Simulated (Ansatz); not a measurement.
# ScAl$_{3}$: enthalpy under pressure, worked through

These are results of DFT PBEsol, scalar-relativistic, plane waves, PAW in Ansatz, not measurements. Settings: 420 eV cutoff, 10×10×10 k-mesh, Gaussian smearing of 0.10 eV, no spin polarisation.

The relaxed crystal:

```yaml
crystal:
  lattice:
    - [4.07130, 0.00000, 0.00000]
    - [0.00000, 4.07130, 0.00000]
    - [0.00000, 0.00000, 4.07130]
  atoms:
    - { symbol: Sc, position: [0.00000, 0.00000, 0.00000] }
    - { symbol: Al, position: [0.50000, 0.00000, 0.50000] }
    - { symbol: Al, position: [0.00000, 0.50000, 0.50000] }
    - { symbol: Al, position: [0.50000, 0.50000, 0.00000] }
```

Cell and atoms were relaxed at each target pressure within the start's symmetry (Pm-3m), at zero temperature; other phases can be more stable under pressure. H = E + PV with P the target; E is the free energy at the smearing used, whose derivative the pressure is, per atom and counted from zero pressure. The mesh named is that at zero pressure; some other pressures ran on another.

```tsv
P (GPa)	V (Å³/atom)	E − E0 (meV)	H − H0 (meV)
0	16.871	0.0	0.0
3	16.357	4.6	310.9
8	15.649	28.6	810.0
15	14.869	84.2	1476.2
30	13.631	254.4	2806.6
60	12.046	686.7	5197.9
```

Thermodynamics gives dH/dP = V along a relaxed path. Integrate V over P by the trapezoid rule and compare with the computed enthalpies.

With 1 eV/Å³ = 160.22 GPa, each step adds the mean volume times ΔP / 160.22:
```tsv
P (GPa)	∫V dP (meV)	H − H0 (meV)	difference (meV)
3	311.1	310.9	0.2
8	810.5	810.0	0.6
15	1477.2	1476.2	1.0
30	2811.3	2806.6	4.7
60	5215.2	5197.9	17.3
```

V(P) curves upward, so the trapezoid rule runs high; integrating a smooth curve through the same points (P as a polynomial of degree 4 in ln V) puts that excess at about 17.6 meV at 60 GPa, against the 17.3 meV found.

At 60 GPa, how much of the enthalpy change is stored energy and how much is the PV term?

E rises by 687 meV/atom and PV is 60 × 12.046 / 160.22 = 4511 meV/atom, so PV makes 87 % of ΔH. So between rival structures at high pressure a small difference in volume can outweigh the difference in energy: 1 % of this volume is worth 45.1 meV/atom at this pressure.

What bulk modulus do the lowest pressures give?

From the pressures that the runs reached, -3.00 GPa (17.472 Å³) and 3.00 GPa (16.357 Å³), B = −ΔP/Δln V = 6.00 / 0.0659 = 91 GPa, a mean over that range.